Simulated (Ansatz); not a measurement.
# As monolayer: modes against uniaxial strain along the armchair direction, normal to a, with the width clamped, part 2 of 2

Wanted: the shifts of the zone-centre modes of As monolayer with strain.

Ansatz 0.2.0; DFT PBE, scalar-relativistic, plane waves, PAW; PAW set soft_1.

So far. Step 3 (Tight relaxation): The largest force component left is 0.048 meV/Å, within the tolerances set.

**4. Modes at rest**

The force constants come from the linear response of the density to a displacement.

The modes at rest are the reference of the series.

File input.yaml:

```yaml
crystal:
  lattice:
    - [3.60623874, 0.0, 0.0]
    - [-1.80311937, 3.1230943609, 0.0]
    - [0.0, 0.0, 26.58]
  atoms:
    - { symbol: As, position: [0.3333333333, 0.6666666667, 0.402383496] }
    - { symbol: As, position: [0.6666666667, 0.3333333333, 0.3500619517] }
  periodic: [true, true, false]
kpoints:
  mp_grid: { grid: [9, 9, 1] }
hamiltonian:
  xc: pbe
  pseudopotentials: { kind: paw, azcp: { folder: soft_1 } }
scf:
  occupations: { method: fixed }
output:
  eigenvalues: true
phonons:
  method: dfpt
```

Started as:

```
> ansatz run input.yaml --threads 4 --pin off --max-ram 16384MiB --backend cpu --events-out ev --progress --plain --runs-dir out
```

Numbers of over 12 decimals in the logs are rounded to 6 here.

Log:

```text
Warning: crystal.symmetry: narrowed to the stabiliser of the run's FFT grids — unitary ops 12 → 6. A phonons.method: dfpt run fills in the rows of the dynamical matrix that it does not solve by its symmetry operations, which is exact only for operations that map its FFT grids onto themselves: filled in by any other, the frequencies could depend on the order in which like atoms are typed, or, by more than the grids' own error, on where the crystal sits among the grids' points. Excluded: 6 operations. The run can therefore solve more perturbations, solve them on more k-points, or both, and cost more. [rest of the remark cut]
[...]
Crystal: 2 atoms, lattice volume = 299.361 Å³
Basis set: ecut = 420 eV, 5801 PW (Γ), exchange–correlation on 50×50×360 points (8 copies of the dense FFT grid, shifted against one another)
Bands: 19, of which v1, the nominal top of the filled ones, is band 15 counted from 1 (14 counted from 0)
Symmetry: 12 space group operations
k-points: 25 of 81 (irreducible under 2 space group operations, time reversal used)
[...]
SCF iter   8: F=-9712.279878 eV  HF=-9712.279878 eV  |F-HF|=9.09e-11  |Δ(HF+E_count)|=  2.93e-10  Δρ=1.82e-7  dr2=7.41e-11  ethr=1.00e-12  ⟨swp⟩=17.1  Hψ=5105  notcnv=0
SCF 1 converged in 8 iterations: F = -9712.279878 eV  dr2 = 7.41e-11
[...]
DFPT response loops at Γ: preconditioner auto → none (the input reference at scf.mixing.eps_inf says where Resta's filter doesn't serve); β = 0.50; Broyden in place of MSR1
SCF converged after 8 iterations
Free energy (F): -9712.279878 eV
[...]
Internal energy: -9712.279878 eV  (E = F + TS)
E sigma→0 (E₀):  -9712.279878 eV
Fermi energy:    -5.368401 eV
[...]
--- Band table (eV; the first three rows and the last of 25) ---
  k-point 0: bands = [... 11 lower, -12.5337, -5.9029, -5.3684, -5.3684, -3.4132, -1.8660, -1.8660, -0.5145]
  k-point 1: bands = [... 11 lower, -12.5179, -6.7002, -5.8293, -5.7107, -2.7664, -1.8207, -1.5226, -0.2850]
  k-point 2: bands = [... 11 lower, -12.6286, -8.2849, -6.3569, -5.7479, -3.4834, -1.0187 (-1.0187°), -1.0175, 0.1683]
  k-point 24: bands = [... 11 lower, -13.6200, -8.6469, -8.5173, -6.1330, -2.3657, -2.1921, -0.5353, 1.6126]
  ° read free of the cell's end (the report's vacuum.weakly_bound_levels)
--- Phonons (Γ-DFPT): 4 representative perturbations + reference, on 25 of 81 k-points (Σ response iterations 18) ---
  ASR residual: 8.556e-5 → 0.000e0 eV/Å²; symmetrization residual: 1.113e-5 eV/Å²
  The last average, over the group as it would stand without the narrowing to the FFT grids, took up to 5.329e-15 eV/Å² of the zone centre's force constants
  ASR residual per site (eV/Å²): 8.28e-5 8.56e-5
  Γ frequencies (cm⁻¹): 0.00 0.00 0.00 235.66 235.66 302.68
  non-analytic LO–TO correction: not included (Born effective charges unavailable; polar crystals: no LO–TO splitting at Γ)
```

Elapsed: 15 s, on 4 threads of Intel Xeon Platinum 8488C (Sapphire Rapids), shared host; peak memory 0.99 GiB.

In the SCF lines HF is the Harris–Foulkes energy and dr2 the Hartree energy of the density residual, in eV; the loop may stop once dr2 is under the threshold and the program's other checks hold. Hψ counts applications of the Hamiltonian.

Numbers from this step:

```
sum-rule residual before enforcement                    : 8.56e-5 eV/Å²
point group                                             : -3m
highest optical mode at the zone centre (no LO-TO term) : 302.7 cm⁻¹
lowest optical zone-centre mode                         : 235.7 cm⁻¹
```

Patterns of degenerate modes are one choice out of their space. Modes at Γ:

| mode | frequency (cm⁻¹) | symmetry |
| --- | --- | --- |
| 1 | 0.0 | acoustic |
| 2 | 0.0 | acoustic |
| 3 | 0.0 | acoustic |
| 4 | 235.7 | Eg |
| 5 | 235.7 | Eg |
| 6 | 302.7 | A1g |

Displacements in mode 5 (235.7 cm⁻¹), the largest set to 1:
```
As1  0.21  1.00  0.00
As2 -0.21 -1.00  0.00
```

Displacements in mode 6 (302.7 cm⁻¹), the largest set to 1:
```
As1  0.00  0.00 -1.00
As2  0.00  0.00  1.00
```

Before it was imposed, the acoustic sum rule was missed by 8.6e-5 eV/Å². Small misses are needed for a sound result but don't prove that mesh and cutoff are converged. The lowest optical mode is real, 236 cm⁻¹.

**5. A member of the series: uniaxial strain of +5 % along the armchair direction, normal to a, with the width clamped**

The cell takes a uniaxial strain of +5 % along the armchair direction, normal to a, with the width clamped. The cell is held, and the atoms relax in it.

input.yaml, the sections that differ from step 4:

```yaml
crystal:
  lattice:
    - [3.60623874, 0.0, 0.0]
    - [-1.80311937, 3.2792490789, 0.0]
    - [0.0, 0.0, 26.58]
  atoms:
    - { symbol: As, position: [0.3343549064, 0.6687098128, 0.4020240268] }
    - { symbol: As, position: [0.6656450936, 0.3312901872, 0.3504214209] }
  periodic: [true, true, false]
output:
  forces: true
  stress: true
  eigenvalues: true
relax:
  adjacent_minimum: "off"
  f_tol: 0.001
  max_steps: 60
# kpoints, hamiltonian, scf: as in step 4
# phonons: removed
```

Log:

```text
[...]
--- Relaxed structure (4 steps of the walk, 3 accepted, 0 SCFs on fresh bases) ---
  F+E_penalty+E_count = -9712.23816444 eV   max|allowed force component| = 2.550e-4 eV/Å
  cell:  # Å, volume = 314.3286 Å³
    - [3.60623874, 0.0, 0.0]
    - [-1.80311937, 3.2792490789, 0.0]
    - [0.0, 0.0, 26.58]
  atoms:
    - { symbol: As, position: [0.334510, 0.669020, 0.401935] }
    - { symbol: As, position: [0.665490, 0.330980, 0.350510] }
[key lines of the parts left out:]
SCF converged after 3 iterations
Free energy (F): -9712.238164 eV
Fermi energy:    -5.447592 eV
P = ½ c Tr σ = -1.3121 N/m
```

Elapsed: 6.1 s, on 4 threads; peak memory 0.66 GiB.

Hardly anything moved in the relaxation; the energy changed by under 0.2 meV an atom.

This step gave:

```
gap on the k-mesh : 1.478 eV
area per atom     : 5.913 Å²
```

The largest force component left is 0.25 meV/Å.

**6. Modes of this member: uniaxial strain of +5 % along the armchair direction, normal to a, with the width clamped**

The zone-centre modes follow for uniaxial strain of +5 % along the armchair direction, normal to a, with the width clamped.

input.yaml, the sections that differ from step 5:

```yaml
crystal:
  lattice:
    - [3.60623874, 0.0, 0.0]
    - [-1.80311937, 3.2792490789, 0.0]
    - [0.0, 0.0, 26.58]
  atoms:
    - { symbol: As, position: [0.3345098214, 0.6690196429, 0.4019351785] }
    - { symbol: As, position: [0.6654901786, 0.3309803571, 0.3505102692] }
  periodic: [true, true, false]
output:
  eigenvalues: true
phonons:
  method: dfpt
# kpoints, hamiltonian, scf: as in step 5
# relax: removed
```

Log:

```text
[...]
Crystal: 2 atoms, lattice volume = 314.329 Å³
Basis set: ecut = 420 eV, 6149 PW (Γ), exchange–correlation on 54×54×360 points (8 copies of the dense FFT grid, shifted against one another)
Bands: 19, of which v1, the nominal top of the filled ones, is band 15 counted from 1 (14 counted from 0)
Symmetry: 4 space group operations
k-points: 25 of 81 (irreducible under 2 space group operations, time reversal used)
[...]
SCF iter   9: F=-9712.238164 eV  HF=-9712.238164 eV  |F-HF|=0.00e0  |Δ(HF+E_count)|=  3.33e-10  Δρ=5.08e-8  dr2=9.59e-12  ethr=1.00e-12  ⟨swp⟩=7.4  Hψ=2310  notcnv=0
SCF 1 converged in 9 iterations: F = -9712.238164 eV  dr2 = 9.59e-12
[...]
SCF converged after 9 iterations
Free energy (F): -9712.238164 eV
[...]
Internal energy: -9712.238164 eV  (E = F + TS)
E sigma→0 (E₀):  -9712.238164 eV
Fermi energy:    -5.447608 eV
[...]
--- Band table (eV; the first three rows and the last of 25) ---
  k-point 0: bands = [... 11 lower, -12.4447, -5.8726, -5.6594, -5.4476, -3.9694, -2.2160, -1.9553, -0.4933]
  k-point 1: bands = [... 11 lower, -12.4766, -7.0227, -5.7198, -5.6773, -2.9040, -2.4500, -1.6542, -0.3109]
  k-point 2: bands = [... 11 lower, -12.7170, -8.3421, -6.2532, -5.7067, -3.3883, -1.4656, -1.1382, 0.1195]
  k-point 24: bands = [... 11 lower, -13.7247, -8.6334, -8.3781, -6.0752, -2.3861, -2.3135, -1.2074, 1.2634]
[...]
ASR residual: 2.412e-5 → 0.000e0 eV/Å²; symmetrization residual: 4.606e-6 eV/Å²
[...]
ASR residual per site (eV/Å²): 2.41e-5 2.38e-5
  Γ frequencies (cm⁻¹): 0.00 0.00 0.00 219.87 231.84 293.32
[...]
```

It took 19 s on 4 threads; peak memory 1 GiB.

This step gave:

| Item | Value |
| --- | --- |
| sum-rule residual before enforcement | 2.41e-5 eV/Å² |
| point group | 2/m |
| highest optical mode at the zone centre (no LO-TO term) | 293.3 cm⁻¹ |
| lowest optical zone-centre mode | 219.9 cm⁻¹ |

Patterns of degenerate modes are one choice out of their space. Modes at Γ:

| mode | frequency (cm⁻¹) | symmetry |
| --- | --- | --- |
| 1 | 0.0 | acoustic |
| 2 | 0.0 | acoustic |
| 3 | 0.0 | acoustic |
| 4 | 219.9 | Ag |
| 5 | 231.8 | Bg |
| 6 | 293.3 | Ag |

Displacements in mode 4 (219.9 cm⁻¹), the largest set to 1:
```
As1  0.00  1.00 -0.08
As2  0.00 -1.00  0.08
```

Displacements in mode 6 (293.3 cm⁻¹), the largest set to 1:
```
As1  0.00  0.08  1.00
As2  0.00 -0.08 -1.00
```

The lowest optical mode is real, 220 cm⁻¹, and the highest lies at 293.3 cm⁻¹.

For the highest optical mode at the zone centre (no LO-TO term), step 4 gave 303 cm⁻¹; this run, with strain 5 %, gives 293 cm⁻¹ (-3 %).

**7. A member of the series: uniaxial strain of -3 % along the armchair direction, normal to a, with the width clamped**

The cell takes a uniaxial strain of -3 % along the armchair direction, normal to a, with the width clamped. The cell is held, and the atoms relax in it.

input.yaml, the sections that differ from step 6:

```yaml
crystal:
  lattice:
    - [3.60623874, 0.0, 0.0]
    - [-1.80311937, 3.0294015301, 0.0]
    - [0.0, 0.0, 26.58]
  atoms:
    - { symbol: As, position: [0.3325995706, 0.6651991412, 0.4025656347] }
    - { symbol: As, position: [0.6674004294, 0.3348008588, 0.349879813] }
  periodic: [true, true, false]
output:
  forces: true
  stress: true
  eigenvalues: true
relax:
  adjacent_minimum: "off"
  f_tol: 0.001
  max_steps: 60
# kpoints, hamiltonian, scf: as in step 6
# phonons: removed
```

Log:

```text
[...]
Crystal: 2 atoms, lattice volume = 290.380 Å³
Basis set: ecut = 420 eV, 5625 PW (Γ), exchange–correlation on 50×48×360 points (8 copies of the dense FFT grid, shifted against one another)
Bands: 19, of which v1, the nominal top of the filled ones, is band 15 counted from 1 (14 counted from 0)
Symmetry: 4 space group operations
[...]
° read free of the cell's end (the report's vacuum.weakly_bound_levels)
--- Relaxed structure (5 steps of the walk, 5 accepted, 0 SCFs on fresh bases) ---
  F+E_penalty+E_count = -9712.26240216 eV   max|allowed force component| = 1.508e-5 eV/Å
  cell:  # Å, volume = 290.3797 Å³
    - [3.60623874, 0.0, 0.0]
    - [-1.80311937, 3.0294015301, 0.0]
    - [0.0, 0.0, 26.58]
  atoms:
    - { symbol: As, position: [0.332176, 0.664352, 0.402657] }
    - { symbol: As, position: [0.667824, 0.335648, 0.349788] }
[key lines of the parts left out:]
SCF converged after 3 iterations
Free energy (F): -9712.262402 eV
Fermi energy:    -5.041105 eV
P = ½ c Tr σ = 1.0155 N/m
```

Run time: 7 s. Hardware: 4 threads; peak memory 0.64 GiB.

Hardly anything moved in the relaxation; the energy changed by under 0.2 meV an atom.

This step gave:

* gap on the k-mesh: 1.187 eV
* area per atom: 5.462 Å²

The largest force component left is 0.015 meV/Å.

**8. Modes of this member: uniaxial strain of -3 % along the armchair direction, normal to a, with the width clamped**

The zone-centre modes follow for uniaxial strain of -3 % along the armchair direction, normal to a, with the width clamped.

input.yaml, the sections that differ from step 7:

```yaml
crystal:
  lattice:
    - [3.60623874, 0.0, 0.0]
    - [-1.80311937, 3.0294015301, 0.0]
    - [0.0, 0.0, 26.58]
  atoms:
    - { symbol: As, position: [0.3321760964, 0.6643521928, 0.4026572827] }
    - { symbol: As, position: [0.6678239036, 0.3356478072, 0.349788165] }
  periodic: [true, true, false]
output:
  eigenvalues: true
phonons:
  method: dfpt
# kpoints, hamiltonian, scf: as in step 7
# relax: removed
```

Log:

```text
[...]
Crystal: 2 atoms, lattice volume = 290.380 Å³
Basis set: ecut = 420 eV, 5625 PW (Γ), exchange–correlation on 60×60×360 points (8 copies of the dense FFT grid, shifted against one another)
Bands: 19, of which v1, the nominal top of the filled ones, is band 15 counted from 1 (14 counted from 0)
Symmetry: 4 space group operations
[...]
k-point 24: bands = [... 11 lower, -13.5483, -8.6335, -8.6016, -6.1599, -2.3628, -2.1336, -0.1116, 1.6073]
  ° read free of the cell's end (the report's vacuum.weakly_bound_levels)
[...]
ASR residual: 1.369e-4 → 0.000e0 eV/Å²; symmetrization residual: 1.168e-6 eV/Å²
[...]
ASR residual per site (eV/Å²): 1.28e-4 1.37e-4
  Γ frequencies (cm⁻¹): 0.00 0.00 0.00 237.53 243.12 308.49
[...]
[key lines of the parts left out:]
SCF converged after 8 iterations
Free energy (F): -9712.262402 eV
Fermi energy:    -5.041078 eV
```

Run time: 16 s. Hardware: 4 threads; peak memory 1 GiB.

Numbers from this step:

- sum-rule residual before enforcement: 1.37e-4 eV/Å²
- highest optical mode at the zone centre (no LO-TO term): 308.5 cm⁻¹
- lowest optical zone-centre mode: 237.5 cm⁻¹

Patterns of degenerate modes are one choice out of their space. Modes at Γ:

| mode | frequency (cm⁻¹) | symmetry |
| --- | --- | --- |
| 1 | 0.0 | acoustic |
| 2 | 0.0 | acoustic |
| 3 | 0.0 | acoustic |
| 4 | 237.5 | Bg |
| 5 | 243.1 | Ag |
| 6 | 308.5 | Ag |

The lowest optical mode is real, 238 cm⁻¹, and the highest lies at 308.5 cm⁻¹.

**9. The series together**

The members are set side by side, also those not shown above.

Energies are extrapolated to zero smearing, and E0 is that at rest; the cell is clamped and the atoms are relaxed. State of the crystal along the series:

| strain (%) | E - E0 (meV/atom) | gap on mesh (eV) |
| --- | --- | --- |
| -3 | 8.738 | 1.187 |
| -2 | 3.809 | 1.341 |
| -1 | 0.9329 | 1.491 |
| 0 | 0 | 1.635 |
| 1 | 0.9009 | 1.617 |
| 2 | 3.536 | 1.598 |
| 3 | 7.804 | 1.579 |
| 4 | 13.61 | 1.56 |
| 5 | 20.86 | 1.478 |

Optical modes are counted from below at rest and tracked from member to member by their patterns, and modes that stay within 0.3 cm⁻¹ of each other stand once; labels, where given, are those at rest, then, where named, those of the strained cell; the cell is clamped and the atoms are relaxed. Optical modes along the series:

| strain (%) | optical mode 1 Eg to Ag single part (cm⁻¹) | optical mode 2 Eg to Bg single part (cm⁻¹) | optical mode 3 A1g to Ag (cm⁻¹) |
| --- | --- | --- | --- |
| -3 | 243.1 | 237.5 | 308.5 |
| -2 | 240.8 | 236.9 | 306.5 |
| -1 | 238.3 | 236.3 | 304.6 |
| 0 | 235.7 | 235.7 | 302.7 |
| 1 | 232.8 | 235 | 300.8 |
| 2 | 229.8 | 234.2 | 298.9 |
| 3 | 226.7 | 233.5 | 297 |
| 4 | 223.3 | 232.7 | 295.2 |
| 5 | 219.9 | 231.8 | 293.3 |

Value and slope at zero strain of a cubic (a lower polynomial where under five rows exist) through the rows within 2 % of rest. Slopes at rest:

| mode | frequency (cm⁻¹) | shift per percent of strain (cm⁻¹) |
| --- | --- | --- |
| optical mode 1 Eg to Ag single part | 235.7 | -2.76 |
| optical mode 2 Eg to Bg single part | 235.7 | -0.67 |
| optical mode 3 A1g to Ag | 302.7 | -1.9 |

**10. Results**

- members: 9
- highest optical mode at the zone centre (no LO-TO term), at rest: 302.7 cm⁻¹
- optical mode 1 Eg to Ag single part, shift per percent: -2.76 cm⁻¹
- optical mode 2 Eg to Bg single part, shift per percent: -0.67 cm⁻¹
- optical mode 3 A1g to Ag, shift per percent: -1.90 cm⁻¹

In words: The strain lowers the symmetry: the level at 235.7 cm⁻¹ splits, into 219.9 and 231.8 cm⁻¹ at +5 %. The fastest shift in the table of slopes is -2.8 cm⁻¹ for each percent (optical mode 1 Eg to Ag single part). The width is clamped, so the contraction across the strain that a free sheet shows is left out. These are harmonic frequencies at zero temperature: anharmonic shifts, linewidths and thermal expansion are left out. The starting cell was built on a prototype and not taken from a measurement. Only the zone centre was solved, so an instability at another wavevector cannot show here. In a sheet the LO-TO splitting vanishes at the zone centre, so no such term is missing here.

[Logs are printed without paths, hosts, clocks, repeated set-up lines and the standing remarks that a program may print on its own settings, such as how far it seeks lower states.]

[Hosts, paths, dates, database ids (printed as entryN), source tags and the programs' standing remarks are cut or masked in the printed files.]
